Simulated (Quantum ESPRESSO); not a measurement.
# NiO2 (R-3m) in Quantum ESPRESSO: reference runs

Aim: a first look at NiO2 with PBEsol, on the cell as given.

All numbers are computed with Quantum ESPRESSO 7.5; they aren't measurements. Logs are shortened: lines on timing, memory, paths and dates and some standing lists are left out, and cuts for length are marked.

## 1. Starting point

Symmetry: R-3m, No. 166, trigonal system. The conventional cell has a = 2.804 Å, b = 2.804 Å, c = 20.923 Å, α = 90.00°, β = 90.00°, γ = 120.00°. Ni (site symmetry -3m) is surrounded by 6 O at 1.88 Å. O (site symmetry 3m) has 3 Ni at 1.88 Å as nearest neighbours.

The cell comes from a database or a generator and needn't be the stable form of this composition.

## 2. Single point, PBEsol, collinear spin, ferromagnetic start

Contents of pw.in:

```
&CONTROL
  calculation = 'scf'
  prefix = 'pwscf'
  outdir = './tmp'
  pseudo_dir = './pseudo'
  tprnfor = .true.
  tstress = .true.
  disk_io = 'low'
/
&SYSTEM
  ibrav = 0
  celldm(1) = 8
  nat = 3
  ntyp = 2
  ecutwfc = 45
  ecutrho = 360
  nbnd = 25
  occupations = 'smearing'
  smearing = 'fd'
  degauss = 0.00367493
  nspin = 2
  starting_magnetization(1) = 0.0556
  starting_magnetization(2) = 0
/
&ELECTRONS
  conv_thr = 6d-10
  electron_maxstep = 120
  mixing_beta = 0.3
/
ATOMIC_SPECIES
Ni    58.6934 ni_pbesol_v1.4.uspp.F.UPF
O     15.9990 o_pbesol_v1.2.uspp.F.UPF
CELL_PARAMETERS alat
  0.3312049509623   0.1912212675926   1.6474383751331
 -0.3312049509623   0.1912212675926   1.6474383751331
  0.0000000000000  -0.3824425351852   1.6474383751331
ATOMIC_POSITIONS crystal
Ni     0.0000000000    0.0000000000    0.0000000000
O      0.3787890000    0.3787890000    0.3787890000
O      0.6212110000    0.6212110000    0.6212110000
K_POINTS automatic
11 11 11 0 0 0
```

Contents of pp_density.in:

```
&INPUTPP
  prefix = 'pwscf'
  outdir = './tmp'
  filplot = 'density.dat'
  plot_num = 0
/
&PLOT
  nfile = 1
  filepp(1) = 'density.dat'
  iflag = 3
  output_format = 6
  fileout = 'density.cube'
/
```

Contents of pp_potential.in:

```
&INPUTPP
  prefix = 'pwscf'
  outdir = './tmp'
  filplot = 'potential.dat'
  plot_num = 11
/
&PLOT
  nfile = 1
  filepp(1) = 'potential.dat'
  iflag = 3
  output_format = 6
  fileout = 'potential.cube'
/
```

Contents of pp_spin.in:

```
&INPUTPP
  prefix = 'pwscf'
  outdir = './tmp'
  filplot = 'spin.dat'
  plot_num = 6
/
&PLOT
  nfile = 1
  filepp(1) = 'spin.dat'
  iflag = 3
  output_format = 6
  fileout = 'spin.cube'
/
```

Potentials or basis: GBRV 1.5 PBEsol.

Command:

```console
> OMP_NUM_THREADS=1 mpirun -n 2 pw.x -nk 2 -in pw.in > pw.out
> OMP_NUM_THREADS=1 mpirun -n 1 pp.x -in pp_density.in > pp_density.out
> OMP_NUM_THREADS=1 mpirun -n 1 pp.x -in pp_potential.in > pp_potential.out
> OMP_NUM_THREADS=1 mpirun -n 1 pp.x -in pp_spin.in > pp_spin.out
```

pw.out:

```text
This program is part of the open-source Quantum ESPRESSO suite
     for quantum simulation of materials; please cite
         "P. Giannozzi et al., J. Phys.:Condens. Matter 21 395502 (2009);
         "P. Giannozzi et al., J. Phys.:Condens. Matter 29 465901 (2017);
         "P. Giannozzi et al., J. Chem. Phys. 152 154105 (2020);
     in publications or presentations arising from this work. More details at

     Message from routine setup:
     using ibrav=0 with symmetry is DISCOURAGED, use correct ibrav instead

     K-points division:     npool     =       2
     Subspace diagonalization in iterative solution of the eigenvalue problem:
     a serial algorithm will be used

     G-vector sticks info
     --------------------
     sticks:   dense  smooth     PW     G-vecs:    dense   smooth      PW
     Sum        2001    1011    351                36919    13059    2751

     Using Slab Decomposition

     bravais-lattice index     =            0
     lattice parameter (alat)  =       8.0000  a.u.
     unit-cell volume          =     320.5261 (a.u.)^3
     number of atoms/cell      =            3
     number of atomic types    =            2
     number of electrons       =        30.00
     number of Kohn-Sham states=           25
     kinetic-energy cutoff     =      45.0000  Ry
     charge density cutoff     =     360.0000  Ry
     scf convergence threshold =      6.0E-10
     mixing beta               =       0.3000
     number of iterations used =            8  plain     mixing
     Exchange-correlation= SLA  PW   PSX  PSC
                           (   1   4  10   8   0   0   0)

     celldm(1)=   8.000000  celldm(2)=   0.000000  celldm(3)=   0.000000
     celldm(4)=   0.000000  celldm(5)=   0.000000  celldm(6)=   0.000000

     crystal axes: (cart. coord. in units of alat)
               a(1) = (   0.331205   0.191221   1.647438 )
               a(2) = (  -0.331205   0.191221   1.647438 )
               a(3) = (   0.000000  -0.382443   1.647438 )

     reciprocal axes: (cart. coord. in units 2 pi/alat)
               b(1) = (  1.509639  0.871591  0.202334 )
               b(2) = ( -1.509639  0.871591  0.202334 )
               b(3) = (  0.000000 -1.743181  0.202334 )

     PseudoPot. # 1 for Ni read from file:
     ni_pbesol_v1.4.uspp.F.UPF
     Pseudo is Ultrasoft + core correction, Zval = 18.0
     Generated by new atomic code, or converted to UPF format
     Using radial grid of  865 points,  6 beta functions with:
                l(1) =   0
                l(2) =   0
                l(3) =   1
                l(4) =   1
                l(5) =   2
                l(6) =   2
     Q(r) pseudized with 10 coefficients,  rinner =    0.980   0.980   0.980
                                                       0.980   0.980

     PseudoPot. # 2 for O  read from file:
     o_pbesol_v1.2.uspp.F.UPF
     Pseudo is Ultrasoft + core correction, Zval =  6.0
     Generated by new atomic code, or converted to UPF format
     Using radial grid of  737 points,  5 beta functions with:
                l(1) =   0
                l(2) =   0
                l(3) =   1
                l(4) =   1
                l(5) =   2
     Q(r) pseudized with  8 coefficients,  rinner =    0.900   0.900   0.900
                                                       0.900   0.900

     atomic species   valence    mass     pseudopotential
     Ni               18.00    58.69340     Ni( 1.00)
     O                 6.00    15.99900     O ( 1.00)

     Starting magnetic structure
     atomic species   magnetization
     Ni              0.056
     O               0.000

     12 Sym. Ops., with inversion, found

   Cartesian axes

     site n.     atom                  positions (alat units)
         1        Ni     tau(   1) = (   0.0000000   0.0000000   0.0000000  )
         2        O      tau(   2) = (   0.0000000   0.0000000   1.8720946  )
         3        O      tau(   3) = (  -0.0000000  -0.0000000   3.0702205  )

     number of k points=   146  Fermi-Dirac smearing, width (Ry)=  0.0037

     Number of k-points >= 100: set verbosity='high' to print them.

     Dense  grid:    36919 G-vectors     FFT dimensions: (  81,  81,  81)

     Smooth grid:    13059 G-vectors     FFT dimensions: (  60,  60,  60)

     Check: negative core charge=   -0.000003
     Generating pointlists ...
     new r_m :   0.1830 (alat units)  1.4637 (a.u.) for type    1
     new r_m :   0.1830 (alat units)  1.4637 (a.u.) for type    2

     Initial potential from superposition of free atoms

     starting charge      28.0000, renormalised to      30.0000
     Starting wfcs are   21 randomized atomic wfcs +    4 random wfcs

     Self-consistent Calculation

     iteration #  1     ecut=    45.00 Ry     beta= 0.30
     Davidson diagonalization with overlap
     ethr =  1.00E-02,  avg # of iterations =  6.0

     total energy              =    -392.07052316 Ry
     estimated scf accuracy    <      42.26014340 Ry

     total magnetization       =     0.57 Bohr mag/cell
     absolute magnetization    =     0.57 Bohr mag/cell
[... 58 lines left out ...]
     total magnetization       =     0.00 Bohr mag/cell
     absolute magnetization    =     0.12 Bohr mag/cell

     iteration #  8     ecut=    45.00 Ry     beta= 0.30
     Davidson diagonalization with overlap
     ethr =  1.32E-03,  avg # of iterations =  1.0

     negative rho (up, down):  3.258E-05 3.591E-05

     total energy              =    -407.41431835 Ry
     estimated scf accuracy    <       0.03407857 Ry

     total magnetization       =     0.00 Bohr mag/cell
     absolute magnetization    =     0.10 Bohr mag/cell

     iteration #  9     ecut=    45.00 Ry     beta= 0.30
     Davidson diagonalization with overlap
     ethr =  1.14E-04,  avg # of iterations =  2.8

     negative rho (up, down):  6.101E-04 6.209E-04

     total energy              =    -407.41658630 Ry
     estimated scf accuracy    <       0.00208072 Ry

     total magnetization       =     0.00 Bohr mag/cell
     absolute magnetization    =     0.05 Bohr mag/cell

     iteration # 10     ecut=    45.00 Ry     beta= 0.30
     Davidson diagonalization with overlap
     ethr =  6.94E-06,  avg # of iterations =  3.4
[... 74 lines left out ...]
     total magnetization       =    -0.00 Bohr mag/cell
     absolute magnetization    =     0.00 Bohr mag/cell

     iteration # 18     ecut=    45.00 Ry     beta= 0.30
     Davidson diagonalization with overlap
     ethr =  2.25E-11,  avg # of iterations =  1.8

     Magnetic moment per site  (integrated on atomic sphere of radius R)
     atom   1 (R=0.183)  charge= 15.0804  magn=  0.0000
     atom   2 (R=0.183)  charge=  5.0813  magn= -0.0000
     atom   3 (R=0.183)  charge=  5.0813  magn= -0.0000

     End of self-consistent calculation

     Number of k-points >= 100: set verbosity='high' to print the bands.

     the Fermi energy is     2.4287 ev

!    total energy              =    -407.41674680 Ry
     estimated scf accuracy    <          2.4E-10 Ry
     smearing contrib. (-TS)   =      -0.00000004 Ry
     internal energy E=F+TS    =    -407.41674675 Ry

     The total energy is F=E-TS. E is the sum of the following terms:
     one-electron contribution =    -641.38280992 Ry
     hartree contribution      =     327.41377294 Ry
     xc contribution           =     -49.22591866 Ry
     ewald contribution        =     -44.22179111 Ry

     total magnetization       =    -0.00 Bohr mag/cell
     absolute magnetization    =     0.00 Bohr mag/cell

     convergence has been achieved in  18 iterations

     Forces acting on atoms (cartesian axes, Ry/au):

     atom    1 type  1   force =     0.00000000    0.00000000    0.00000000
     atom    2 type  2   force =     0.00000000    0.00000000   -0.01715935
     atom    3 type  2   force =    -0.00000000   -0.00000000    0.01715935

     Total force =     0.024267     Total SCF correction =     0.000010

     Computing stress (Cartesian axis) and pressure

          total   stress  (Ry/bohr**3)                   (kbar)     P=      -35.28
  -0.00025609   0.00000000   0.00000000          -37.67        0.00        0.00
  -0.00000000  -0.00025609  -0.00000000           -0.00      -37.67       -0.00
   0.00000000  -0.00000000  -0.00020730            0.00       -0.00      -30.49

=------------------------------------------------------------------------------=
   JOB DONE.
=------------------------------------------------------------------------------=
```

pp_potential.out:

```text
This program is part of the open-source Quantum ESPRESSO suite
     for quantum simulation of materials; please cite
         "P. Giannozzi et al., J. Phys.:Condens. Matter 21 395502 (2009);
         "P. Giannozzi et al., J. Phys.:Condens. Matter 29 465901 (2017);
         "P. Giannozzi et al., J. Chem. Phys. 152 154105 (2020);
     in publications or presentations arising from this work. More details at

     IMPORTANT: XC functional enforced from input :
     Exchange-correlation= PBESOL
                           (   1   4  10   8   0   0   0)
     Any further DFT definition will be discarded
     Please, verify this is what you really want

     G-vector sticks info
     --------------------
     sticks:   dense  smooth     PW     G-vecs:    dense   smooth      PW
     Sum        2001    1011    351                36919    13059    2751

     Using Slab Decomposition

     Check: negative core charge=   -0.000003

     Calling punch_plot, plot_num =  11
     Writing data to file  potential.dat
     Reading data from file  potential.dat

     Writing data to be plotted to file potential.cube
     Plot Type: 3D                     Output format: Gaussian cube

=------------------------------------------------------------------------------=
   JOB DONE.
=------------------------------------------------------------------------------=
```

Wall time 12 min (2 MPI ranks of Arm Neoverse V2, shared host); peak memory 0.64 GiB.

Results:

| Item | Value |
| --- | --- |
| Free energy | -5543.1872 eV |
| Pressure | -3.5 GPa |
| Largest force | 0.441 eV/Å |
| Band gap on the k mesh | 1.29 eV, indirect (least direct gap 1.55 eV) |
| Net moment | 0.00 μB per cell |
| Absolute moment | 0.00 μB per cell |
| Valence electrons inside the program's atomic spheres | Ni 15.08; O 5.08 |

Forces on the atoms (eV/Å):
```
Ni   0.000  0.000  0.000
O    0.000  0.000 -0.441
O    0.000  0.000  0.441
```

Caveat: an odd mesh through Γ misses points on the zone boundary, where band edges often lie.
